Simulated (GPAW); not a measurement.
# La (Im-3m) in GPAW: a series of runs, part 2 of 3

GPAW 26.7.0. Earlier steps stand in the parts before.

### 3 One-shot levels on a semilocal density, PBE

The input, run.py:

```python
import numpy as np
from ase.dft.bandgap import bandgap
from ase.io import read, write
from ase.units import GPa
from gpaw import GPAW, PW
from gpaw.hybrids import NonSelfConsistentHybridXCCalculator
from gpaw.hybrids.energy import non_self_consistent_energy

atoms = read('POSCAR')

calc = GPAW(mode=PW(600),
            xc='PBE',
            kpts={'size': (6, 6, 6), 'gamma': True},
            occupations={'name': 'fermi-dirac', 'width': 0.05},
            nbands=18,
            convergence={'density': 1e-05, 'energy': 1e-05, 'bands': 14, 'eigenstates': 1e-07},
            maxiter=150,
            txt='gpaw.txt')
atoms.calc = calc
energy = atoms.get_potential_energy()
forces = atoms.get_forces()
stress = atoms.get_stress()
calc.write('gs.gpw')
write('result.traj', atoms)
print(f'Energy: {energy:.6f} eV')
print('Forces (eV/A):')
print(forces.round(4))
print('Stress (GPa):', (stress / GPa).round(3))
print('Fermi level:', round(calc.get_fermi_level(), 4), 'eV')
print(f'Gap: {bandgap(calc)[0]:.4f} eV, direct: {bandgap(calc, direct=True)[0]:.4f} eV')

for xc in ['HSE06', 'B3LYP', 'HSE03']:
    e = non_self_consistent_energy(calc, xc).sum()
    print(f'{xc} energy on these orbitals: {e:.6f} eV')
    nsc = NonSelfConsistentHybridXCCalculator.from_dft_calculation(
        calc.dft, xc, log=f'levels-{xc}.txt')
    dft_skn, hyb_skn = nsc.calculate(calc.dft.ibzwfs, 0, 14)
    np.savetxt(f'levels-{xc}.dat', hyb_skn.reshape((-1, hyb_skn.shape[-1])), fmt='%.4f')
```

The input, POSCAR:

```
La
1.0
   -2.1238310710      2.1238310710      2.1238310710
    2.1238310710     -2.1238310710      2.1238310710
    2.1238310710      2.1238310710     -2.1238310710
La
1
Direct
    0.0000000000      0.0000000000      0.0000000000
```

Potentials or basis: GPAW PAW data sets (gpaw-data 1.2.1), pw.

On the command line:

```
$ OMP_NUM_THREADS=1 python run.py
```

gpaw.txt:

```text
__  _  _
 | _ |_)|_||  |
 |__||  | ||/\| - 26.7.0

Input parameters:
  mode=PW(ecut=600.0),
  convergence={'density': 1e-05, 'energy': 1e-05, 'bands': 14, 'eigenstates': 1e-07},
  kpts=MonkhorstPack(size=(6, 6, 6), gamma=True),
  maxiter=150,
  nbands=18,
  occupations=Occupations(name='fermi-dirac', width=0.05),
  xc=XC(name='PBE')

Diagonalizing LCAO Hamiltonian
Converting LCAO to pw mode

       La

Atoms  # Å, Bohr magnetons
|   | symbol |        x |        y |        z |    initial magnetic moments |
|---|--------|----------|----------|----------|-----------------------------|
| 0 |     La | 0.000000 | 0.000000 | 0.000000 | ( 0.0000,  0.0000,  0.0000) |

Unit cell  # Å
| periodic |         x |         y |         z |  lengths |     angles |
|----------|-----------|-----------|-----------|----------|------------|
|      yes | -2.123831 |  2.123831 |  2.123831 | 3.678583 | 109.471221 |
|      yes |  2.123831 | -2.123831 |  2.123831 | 3.678583 | 109.471221 |
|      yes |  2.123831 |  2.123831 | -2.123831 | 3.678583 | 109.471221 |

Number of symmetries: 48
Symmetry operations  # r_c * U_cc + t_c -> r_c
|    | kind |            matrix            |
|----|------|------------------------------|
|  0 |  σ   |  1, 1, 1,  0, 0,-1,  0,-1, 0 |
|  1 |  C4  |  1, 1, 1,  0, 0,-1, -1, 0, 0 |
|  2 |  C2  |  1, 1, 1,  0,-1, 0,  0, 0,-1 |
|  3 |  S6  |  1, 1, 1,  0,-1, 0, -1, 0, 0 |
|  4 |  S6  |  1, 1, 1, -1, 0, 0,  0, 0,-1 |
|  5 |  C4  |  1, 1, 1, -1, 0, 0,  0,-1, 0 |
|  6 |  E   |  1, 0, 0,  0, 1, 0,  0, 0, 1 |
|  7 |  σ   |  1, 0, 0,  0, 1, 0, -1,-1,-1 |
|  8 |  σ   |  1, 0, 0,  0, 0, 1,  0, 1, 0 |
|  9 |  C3  |  1, 0, 0,  0, 0, 1, -1,-1,-1 |
| 10 |  C3  |  1, 0, 0, -1,-1,-1,  0, 1, 0 |
| 11 |  σ   |  1, 0, 0, -1,-1,-1,  0, 0, 1 |
| 12 |  σ   |  0, 1, 0,  1, 0, 0,  0, 0, 1 |
| 13 |  C2  |  0, 1, 0,  1, 0, 0, -1,-1,-1 |
| 14 |  C3  |  0, 1, 0,  0, 0, 1,  1, 0, 0 |
| 15 |  S4  |  0, 1, 0,  0, 0, 1, -1,-1,-1 |
| 16 |  S4  |  0, 1, 0, -1,-1,-1,  1, 0, 0 |
| 17 |  C3  |  0, 1, 0, -1,-1,-1,  0, 0, 1 |
| 18 |  C3  |  0, 0, 1,  1, 0, 0,  0, 1, 0 |
| 19 |  S4  |  0, 0, 1,  1, 0, 0, -1,-1,-1 |
| 20 |  σ   |  0, 0, 1,  0, 1, 0,  1, 0, 0 |
| 21 |  C3  |  0, 0, 1,  0, 1, 0, -1,-1,-1 |
| 22 |  C2  |  0, 0, 1, -1,-1,-1,  1, 0, 0 |
| 23 |  S4  |  0, 0, 1, -1,-1,-1,  0, 1, 0 |
| 24 |  C4  |  0, 0,-1,  1, 1, 1,  0,-1, 0 |
| 25 |  σ   |  0, 0,-1,  1, 1, 1, -1, 0, 0 |
| 26 |  S6  |  0, 0,-1,  0,-1, 0,  1, 1, 1 |
| 27 |  C2  |  0, 0,-1,  0,-1, 0, -1, 0, 0 |
| 28 |  C4  |  0, 0,-1, -1, 0, 0,  1, 1, 1 |
| 29 |  S6  |  0, 0,-1, -1, 0, 0,  0,-1, 0 |
| 30 |  S6  |  0,-1, 0,  1, 1, 1,  0, 0,-1 |
| 31 |  C4  |  0,-1, 0,  1, 1, 1, -1, 0, 0 |
| 32 |  C4  |  0,-1, 0,  0, 0,-1,  1, 1, 1 |
| 33 |  S6  |  0,-1, 0,  0, 0,-1, -1, 0, 0 |
| 34 |  σ   |  0,-1, 0, -1, 0, 0,  1, 1, 1 |
| 35 |  C2  |  0,-1, 0, -1, 0, 0,  0, 0,-1 |
| 36 |  C2  | -1, 0, 0,  1, 1, 1,  0, 0,-1 |
| 37 |  S6  | -1, 0, 0,  1, 1, 1,  0,-1, 0 |
| 38 |  S6  | -1, 0, 0,  0, 0,-1,  1, 1, 1 |
| 39 |  C2  | -1, 0, 0,  0, 0,-1,  0,-1, 0 |
| 40 |  C2  | -1, 0, 0,  0,-1, 0,  1, 1, 1 |
| 41 |  i   | -1, 0, 0,  0,-1, 0,  0, 0,-1 |
| 42 |  S4  | -1,-1,-1,  1, 0, 0,  0, 1, 0 |
| 43 |  C3  | -1,-1,-1,  1, 0, 0,  0, 0, 1 |
| 44 |  C3  | -1,-1,-1,  0, 1, 0,  1, 0, 0 |
| 45 |  σ   | -1,-1,-1,  0, 1, 0,  0, 0, 1 |
| 46 |  S4  | -1,-1,-1,  0, 0, 1,  1, 0, 0 |
| 47 |  C2  | -1,-1,-1,  0, 0, 1,  0, 1, 0 |

BZ-sampling:
  Number of BZ points: 216
  Number of IBZ points: 16

  Monkhorst-Pack size: [6, 6, 6]
  Monkhorst-Pack shift: [0.08333333333333333, 0.08333333333333333, 0.08333333333333333]

K-points  # in reciprocal-cell coordinates
|     |                                coordinates |     weight |
|-----|--------------------------------------------|------------|
|   0 | (  0.00000000,   0.00000000,   0.00000000) | 0.00462963 |
|   1 | (  0.16666667,   0.00000000,   0.00000000) | 0.05555556 |
|   2 | (  0.16666667,   0.16666667,  -0.16666667) | 0.02777778 |
|   3 | (  0.33333333,   0.00000000,  -0.16666667) | 0.11111111 |
|   4 | (  0.33333333,   0.00000000,   0.00000000) | 0.05555556 |
|   5 | (  0.33333333,   0.16666667,  -0.16666667) | 0.11111111 |
|   6 | (  0.33333333,   0.33333333,  -0.33333333) | 0.02777778 |
|   7 | (  0.33333333,   0.33333333,   0.16666667) | 0.05555556 |
|   8 | (  0.33333333,   0.33333333,   0.33333333) | 0.03703704 |
|   9 | (  0.50000000,   0.16666667,   0.16666667) | 0.03703704 |
| ... |                                            |            |
|  15 | (  0.50000000,   0.50000000,   0.50000000) | 0.00462963 |

Plane wave coefficients: 1292
Cutoff: 600.0 eV

Spin-components: 1 (collinear spins)
Bands:           18
Projectors:      8
Spin-degeneracy: 2
Datatype:        complex128

Parallelization:
  kpt:    1
  domain: 1
  band:   1

Density:
  Valence electrons: 11.0
  Components: 1
  Grid points: [21 21 21]
  Charge: 0.0  # |e|

Potential:
  Grid points: [21 21 21]

species:
  La:
    name:    Lanthanum
    Z:       57.0
    valence: 11
    core:    46
    charge:  0.0  # [|e|]
    compensation charges:
      type: gauss
      rc: 0.35  # [Å]
      lmax: 2
    cutoffs:
      filter: 1.17  # [Å]
      core: 2.19  # [Å]
    projectors
    | kind |    occ | energy [eV] | rcut [Å] |
    |------|--------|-------------|----------|
    |   5s |  2.000 |     -38.923 |    1.164 |
    |   6s |  2.000 |      -3.679 |    1.164 |
    |   5p |  6.000 |     -22.400 |    1.164 |
    |   6p |  0.000 |      -1.352 |    1.164 |
    |   5d |  1.000 |      -3.090 |    1.164 |
    |   4f |  0.000 |      -4.340 |    1.164 |
    |    d |        |      24.122 |    1.164 |
    |    f |        |      22.872 |    1.164 |

    Using partial waves for La as LCAO basis

Reference energy: -231113.122721  # eV

eigensolver:
  PPCG
  Converge bands: 14
  niter=2

density mixing:
  MSR1-Mixer
  Pratt-step length: 0.05
  Maximum mixing coefficient: 0.75
  Old densities: 10
  SVD Regularization: 0.005
  Good broyden scale: 1.0
  Trust region scale: 1.0
  Backstep threshold: 4.0
  History deletion threshold: 6.0
  Fourier metric: weight=20.0, sigma=0.015

occupation numbers:
  Fermi-Dirac:
    width: 0.0500  # eV

poisson solver:
  ecut: 4800.0  # eV

xc functional:
  name: PBE with 2 nearest neighbor stencil

convergence criteria:
- Maximum integral of absolute [dens]ity change: 1e-05 electrons / valence electron
- Maximum [total energy] change in last 3 cyles: 1e-05 eV / valence electron
- Maximum integral of absolute [eigenst]ate change: 1e-07 eV^2 / valence electron
maximum number of iterations: 150

SCF iterations
|iter     | |      energy | eigst |  dens |
|---------|-|-------------|-------|-------|
|iter:   1| |   -4.697131 | +0.55 |       |
|iter:   2| |   -4.677629 | -1.63 | -1.38 |
|iter:   3| |   -4.583907 | -0.34 | -1.42 |
|iter:   4| |   -4.584888 | -2.55 | -2.29 |
|iter:   5| |   -4.585417 | -3.66 | -2.58 |
|iter:   6| |   -4.585401 | -4.92 | -3.53 |
|iter:   7| |   -4.585397c| -5.92 | -3.88 |
|iter:   8| |   -4.585395c| -6.85 | -4.70 |
|iter:   9| |   -4.585395c| -6.82 | -5.12c|
|iter:  10| |   -4.585395c| -7.65c| -6.25c|

Converged in 10 steps
Energy contributions relative to reference atoms: (reference = -231113.122721)

Energy contributions:
  Kinetic:           7.057063
  Coulomb:          -4.098206
  Zero:             -0.323857
  External:          0.000000
  Xc:               -7.203573
  Entropy:          -0.033647
  Spinorbit:         0.000000
  ----------------------------
  Free energy:      -4.602219
  Extrapolated:     -4.585395

dipole moment: (-13.636043, -13.636043, -13.636043)  # |e|*Ang

Fermi level: 9.360
Eigenvalues  # (at kpt = [0.000, 0.000, 0.000])
| band index |      eig [eV] | occ [0-2] |
|------------|---------------|-----------|
|          0 |       -23.589 |     2.000 |
|          1 |        -6.593 |     2.000 |
|          2 |        -6.593 |     2.000 |
|          3 |        -6.593 |     2.000 |
|          4 |         6.133 |     2.000 |
|          5 |        10.821 |     0.000 |
|          6 |        10.821 |     0.000 |
|          7 |        10.821 |     0.000 |
|          8 |        10.832 |     0.000 |
|          9 |        10.832 |     0.000 |
|         10 |        10.832 |     0.000 |
|         11 |        11.511 |     0.000 |
|         12 |        11.511 |     0.000 |
|        ... |               |           |
|         17 |        19.763 |     0.000 |

No gap
No difference between direct/indirect transitions

Forces  # eV/Ang
|       x |       y |       z |
|---------|---------|---------|
| 0.00000 | 0.00000 | 0.00000 |  # La   0

Stress tensor  # eV/Ang^3
|         x |         y |         z |
|-----------|-----------|-----------|
| -0.003251 |  0.000000 | -0.000000 |
|  0.000000 | -0.003251 |  0.000000 |
| -0.000000 |  0.000000 | -0.003251 |

# Writing to gs.gpw (mode='')
```

It took 12 min on 1 thread of Arm Neoverse V2, shared host; peak memory 0.64 GiB.

What came out:

| Item | Value |
| --- | --- |
| Free energy | -4.6022 eV |
| Pressure | 0.5 GPa |
| Band gap on the k mesh | none (metal or under the smearing width) |

Levels at points of the mesh, in eV from the Fermi level:
```
           k point  band 2  band 3  band 4  band 5  band 6  band 7  band 8  band 9
(0.00, 0.00, 0.00)  -15.95  -15.95  -15.95   -3.23    1.46    1.46    1.46    1.47
(0.50, 0.50, 0.00)  -17.21  -16.35  -15.97   -1.77   -0.16    1.47    1.53    1.78
(0.50, 0.50, 0.50)  -16.80  -16.80  -16.80   -1.79   -1.79    1.60    1.74    1.74
```

Caveat: the k mesh is coarse; the cutoff is short for stress and forces, so pressures can be off by a GPa or more; one-centre terms of the f shell are cut off; one-shot exact exchange on a metal's smeared states is rough.

### 4 Band structure, LDA, spin-orbit coupling, no magnetisation

The input, run.py:

```python
import numpy as np
from ase.dft.bandgap import bandgap
from ase.io import read, write
from ase.units import GPa
from gpaw import GPAW, PW
from gpaw.spinorbit import soc_eigenstates

atoms = read('La.cif')

calc = GPAW(mode=PW(800),
            xc='LDA',
            kpts={'size': (7, 7, 7), 'gamma': True},
            occupations={'name': 'fermi-dirac', 'width': 0.05},
            nbands=16,
            convergence={'density': 1e-05, 'energy': 1e-05},
            maxiter=150,
            txt='gpaw.txt')
atoms.calc = calc
energy = atoms.get_potential_energy()
forces = atoms.get_forces()
stress = atoms.get_stress()
calc.write('gs.gpw')
write('result.traj', atoms)
print(f'Energy: {energy:.6f} eV')
print('Forces (eV/A):')
print(forces.round(4))
print('Stress (GPa):', (stress / GPa).round(3))
print('Fermi level:', round(calc.get_fermi_level(), 4), 'eV')
print(f'Gap: {bandgap(calc)[0]:.4f} eV, direct: {bandgap(calc, direct=True)[0]:.4f} eV')

path = atoms.cell.bandpath('GHNGPH,PN', npoints=80, eps=1e-4)
bs_calc = calc.fixed_density(kpts=path, symmetry='off', nbands=26,
                             convergence={'bands': 'CBM+6.0', 'eigenstates': 1e-6}, txt='bands.txt')
bs = bs_calc.band_structure()
bs.write('bs.json')
print(f'Gap on the path: {bandgap(bs_calc)[0]:.4f} eV')

soc = soc_eigenstates(bs_calc, theta=90, phi=45)
np.savetxt('soc_bands.dat', soc.eigenvalues(), fmt='%.4f')
mesh = soc_eigenstates('gs.gpw', theta=90, phi=45)
np.savetxt('soc_mesh.dat', mesh.eigenvalues(), fmt='%.4f')
print('Fermi level with spin-orbit coupling:', round(mesh.fermi_level, 4), 'eV')
```

The input, La.cif:

```cif
data_La
_cell_length_a 3.67858332
_cell_length_b 3.67858332
_cell_length_c 3.67858332
_cell_angle_alpha 109.47122063
_cell_angle_beta 109.47122063
_cell_angle_gamma 109.47122063
_space_group_name_H-M_alt 'P1'
_space_group_name_Hall 'P 1'
_space_group_IT_number 1
loop_
_space_group_symop_operation_xyz
'x,y,z'
loop_
_atom_site_label
_atom_site_type_symbol
_atom_site_symmetry_multiplicity
_atom_site_Wyckoff_symbol
_atom_site_fract_x
_atom_site_fract_y
_atom_site_fract_z
_atom_site_occupancy
La1 La 1 a 0.0000000000 0.0000000000 0.0000000000 1
```

Potentials or basis: the program's PAW data sets (release 1.2.1) made for this functional, pw.

On the command line:

```
$ OMP_NUM_THREADS=1 python run.py
```

gpaw.txt:

```text
__  _  _
 | _ |_)|_||  |
 |__||  | ||/\| - 26.7.0

Input parameters:
  mode=PW(ecut=800.0),
  convergence={'density': 1e-05, 'energy': 1e-05},
  kpts=MonkhorstPack(size=(7, 7, 7), gamma=True),
  maxiter=150,
  nbands=16,
  occupations=Occupations(name='fermi-dirac', width=0.05),
  xc=XC(name='LDA')

Diagonalizing LCAO Hamiltonian
Converting LCAO to pw mode

       La

Atoms  # Å, Bohr magnetons
|   | symbol |        x |        y |        z |    initial magnetic moments |
|---|--------|----------|----------|----------|-----------------------------|
| 0 |     La | 0.000000 | 0.000000 | 0.000000 | ( 0.0000,  0.0000,  0.0000) |

Unit cell  # Å
| periodic |         x |         y |        z |  lengths |     angles |
|----------|-----------|-----------|----------|----------|------------|
|      yes |  3.678583 |  0.000000 | 0.000000 | 3.678583 | 109.471221 |
|      yes | -1.226194 |  3.468202 | 0.000000 | 3.678583 | 109.471221 |
|      yes | -1.226194 | -1.734101 | 3.003551 | 3.678583 | 109.471221 |

Number of symmetries: 48
Symmetry operations  # r_c * U_cc + t_c -> r_c
|    | kind |            matrix            |
|----|------|------------------------------|
|  0 |  σ   |  1, 1, 1,  0, 0,-1,  0,-1, 0 |
|  1 |  C4  |  1, 1, 1,  0, 0,-1, -1, 0, 0 |
|  2 |  C2  |  1, 1, 1,  0,-1, 0,  0, 0,-1 |
|  3 |  S6  |  1, 1, 1,  0,-1, 0, -1, 0, 0 |
|  4 |  S6  |  1, 1, 1, -1, 0, 0,  0, 0,-1 |
|  5 |  C4  |  1, 1, 1, -1, 0, 0,  0,-1, 0 |
|  6 |  E   |  1, 0, 0,  0, 1, 0,  0, 0, 1 |
|  7 |  σ   |  1, 0, 0,  0, 1, 0, -1,-1,-1 |
|  8 |  σ   |  1, 0, 0,  0, 0, 1,  0, 1, 0 |
|  9 |  C3  |  1, 0, 0,  0, 0, 1, -1,-1,-1 |
| 10 |  C3  |  1, 0, 0, -1,-1,-1,  0, 1, 0 |
| 11 |  σ   |  1, 0, 0, -1,-1,-1,  0, 0, 1 |
| 12 |  σ   |  0, 1, 0,  1, 0, 0,  0, 0, 1 |
| 13 |  C2  |  0, 1, 0,  1, 0, 0, -1,-1,-1 |
| 14 |  C3  |  0, 1, 0,  0, 0, 1,  1, 0, 0 |
| 15 |  S4  |  0, 1, 0,  0, 0, 1, -1,-1,-1 |
| 16 |  S4  |  0, 1, 0, -1,-1,-1,  1, 0, 0 |
| 17 |  C3  |  0, 1, 0, -1,-1,-1,  0, 0, 1 |
| 18 |  C3  |  0, 0, 1,  1, 0, 0,  0, 1, 0 |
| 19 |  S4  |  0, 0, 1,  1, 0, 0, -1,-1,-1 |
| 20 |  σ   |  0, 0, 1,  0, 1, 0,  1, 0, 0 |
| 21 |  C3  |  0, 0, 1,  0, 1, 0, -1,-1,-1 |
| 22 |  C2  |  0, 0, 1, -1,-1,-1,  1, 0, 0 |
| 23 |  S4  |  0, 0, 1, -1,-1,-1,  0, 1, 0 |
| 24 |  C4  |  0, 0,-1,  1, 1, 1,  0,-1, 0 |
| 25 |  σ   |  0, 0,-1,  1, 1, 1, -1, 0, 0 |
| 26 |  S6  |  0, 0,-1,  0,-1, 0,  1, 1, 1 |
| 27 |  C2  |  0, 0,-1,  0,-1, 0, -1, 0, 0 |
| 28 |  C4  |  0, 0,-1, -1, 0, 0,  1, 1, 1 |
| 29 |  S6  |  0, 0,-1, -1, 0, 0,  0,-1, 0 |
| 30 |  S6  |  0,-1, 0,  1, 1, 1,  0, 0,-1 |
| 31 |  C4  |  0,-1, 0,  1, 1, 1, -1, 0, 0 |
| 32 |  C4  |  0,-1, 0,  0, 0,-1,  1, 1, 1 |
| 33 |  S6  |  0,-1, 0,  0, 0,-1, -1, 0, 0 |
[... 83 lines left out ...]
    |   4f |  0.000 |      -4.581 |    1.164 |
    |    d |        |      24.008 |    1.164 |
    |    f |        |      22.631 |    1.164 |

    Using partial waves for La as LCAO basis

Reference energy: -230938.622911  # eV

eigensolver:
  PPCG
  Converge bands: occupied
  niter=2

density mixing:
  MSR1-Mixer
  Pratt-step length: 0.05
  Maximum mixing coefficient: 0.75
  Old densities: 10
  SVD Regularization: 0.005
  Good broyden scale: 1.0
  Trust region scale: 1.0
  Backstep threshold: 4.0
  History deletion threshold: 6.0
  Fourier metric: weight=20.0, sigma=0.015

occupation numbers:
  Fermi-Dirac:
    width: 0.0500  # eV

poisson solver:
  ecut: 6400.0  # eV

xc functional:
  name: None

convergence criteria:
- Maximum integral of absolute [dens]ity change: 1e-05 electrons / valence electron
- Maximum [total energy] change in last 3 cyles: 1e-05 eV / valence electron
- Maximum integral of absolute [eigenst]ate change: 4e-08 eV^2 / valence electron
maximum number of iterations: 150

SCF iterations
|iter     | |      energy | eigst |  dens |
|---------|-|-------------|-------|-------|
|iter:   1| |   -5.307436 | -1.12 |       |
|iter:   2| |   -5.290022 | -3.11 | -1.40 |
|iter:   3| |   -5.209754 | -1.79 | -1.44 |
|iter:   4| |   -5.210785 | -3.88 | -2.40 |
|iter:   5| |   -5.211353 | -4.05 | -2.63 |
|iter:   6| |   -5.211349 | -5.81 | -3.68 |
|iter:   7| |   -5.211346c| -6.48 | -4.15 |
|iter:   8| |   -5.211344c| -7.59c| -4.80 |
|iter:   9| |   -5.211344c| -8.32c| -5.24c|

Converged in 9 steps
Energy contributions relative to reference atoms: (reference = -230938.622911)

Energy contributions:
  Kinetic:           4.944693
  Coulomb:          -2.146361
  Zero:             -0.317231
  External:          0.000000
  Xc:               -7.678773
  Entropy:          -0.027345
  Spinorbit:         0.000000
  ----------------------------
  Free energy:      -5.225017
  Extrapolated:     -5.211344

dipole moment: (-7.838003, -11.084610, -19.199108)  # |e|*Ang

Fermi level: 9.122
Eigenvalues  # (at kpt = [0.000, 0.000, 0.000])
| band index |      eig [eV] | occ [0-2] |
|------------|---------------|-----------|
|          0 |       -23.873 |     2.000 |
|          1 |        -6.808 |     2.000 |
|          2 |        -6.808 |     2.000 |
|          3 |        -6.808 |     2.000 |
|          4 |         5.848 |     2.000 |
|          5 |        10.474 |     0.000 |
|          6 |        10.474 |     0.000 |
|          7 |        10.474 |     0.000 |
|          8 |        10.532 |     0.000 |
|          9 |        10.532 |     0.000 |
|         10 |        10.532 |     0.000 |
|         11 |        11.133 |     0.000 |
|         12 |        11.133 |     0.000 |
|        ... |               |           |
|         15 |        12.765 |     0.000 |

No gap
No difference between direct/indirect transitions

Forces  # eV/Ang
|       x |        y |       z |
|---------|----------|---------|
| 0.00000 | -0.00000 | 0.00000 |  # La   0

Stress tensor  # eV/Ang^3
|         x |         y |         z |
|-----------|-----------|-----------|
|  0.021983 | -0.000000 | -0.000000 |
| -0.000000 |  0.021983 | -0.000000 |
| -0.000000 | -0.000000 |  0.021983 |

# Writing to gs.gpw (mode='')
```

stdout:

```text
Energy: -5.211344 eV
Forces (eV/A):
[[ 0. -0.  0.]]
Stress (GPa): [ 3.522  3.522  3.522 -0.    -0.    -0.   ]
Fermi level: 9.1219 eV
Gap: 0.0000 eV, direct: 0.0000 eV
Gap on the path: 0.0000 eV
Fermi level with spin-orbit coupling: 9.1236 eV
```

It took 35 s on 1 thread of Arm Neoverse V2, shared host; peak memory 0.35 GiB.

Results:

```
Free energy             : -5.2250 eV
Pressure                : -3.5 GPa
Band gap along the path : none (metal or under the smearing width)
```

Levels at the corners of the path, in eV from the Fermi level:
```tsv
point	band 8	band 9	band 10	band 11	band 12	band 13
Γ	-14.97	-3.28	-3.28	1.30	1.30	1.34
H	-15.94	-1.79	-1.79	-1.79	-1.79	1.44
N	-15.17	-1.80	-1.80	-0.21	-0.21	1.33
Γ	-14.97	-3.28	-3.28	1.30	1.30	1.34
P	-15.72	0.16	0.16	0.51	0.51	0.51
H	-15.94	-1.79	-1.79	-1.79	-1.79	1.44
P	-15.72	0.16	0.16	0.51	0.51	0.51
N	-15.17	-1.80	-1.80	-0.21	-0.21	1.33
```

Caveat: one-centre terms of the f shell are cut off; spin-orbit coupling was added after a scalar SCF, so levels and gaps hold it while energy, forces, pressure and moments don't; this program's spin-orbit splittings come out too wide for heavy elements.

(Continued in part 3 of 3.)
